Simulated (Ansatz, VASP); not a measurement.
**One calculation of Ba, two programs**

```xyz
1
Lattice="-2.5065 2.5065 2.5065 2.5065 -2.5065 2.5065 2.5065 2.5065 -2.5065" Properties=species:S:1:pos:R:3 pbc="T T T"
Ba    0.0000    0.0000    0.0000
```

Alike in both runs: functional r2SCAN; k mesh 8 × 8 × 8; occupations fermi-dirac, width 0.05 eV; no spin polarisation.

|  | VASP | Ansatz |
| --- | --- | --- |
| version | VASP 6.6.1 | Ansatz 0.2.0 |
| potentials or method | VASP PAW PBE potentials, release 64 (Ba_sv) | Ansatz PAW |
| plane-wave cutoff (eV) | 520 | 500 |
| valence electrons in the cell | 10 | 10 |
| task | single point | band structure |

```csv
,VASP,Ansatz,Ansatz less VASP
gap on the k mesh at the Fermi level (eV),none,none,-
pressure (GPa),0.3,0.3,-0.05
```

A gap of «none» marks a metal or a gap that the smearing closes.

Caveats: the PAW data sets were made with another functional, which shifts forces and pressure a little (VASP); spin-orbit coupling is left out, which moves the levels of the heavy elements (Ansatz); the PAW data sets come from PBE, with cores solved anew for the run's functional, which leaves a small shift of forces and pressure (Ansatz). Spin-orbit coupling is left out, which matters for the levels of Ba.
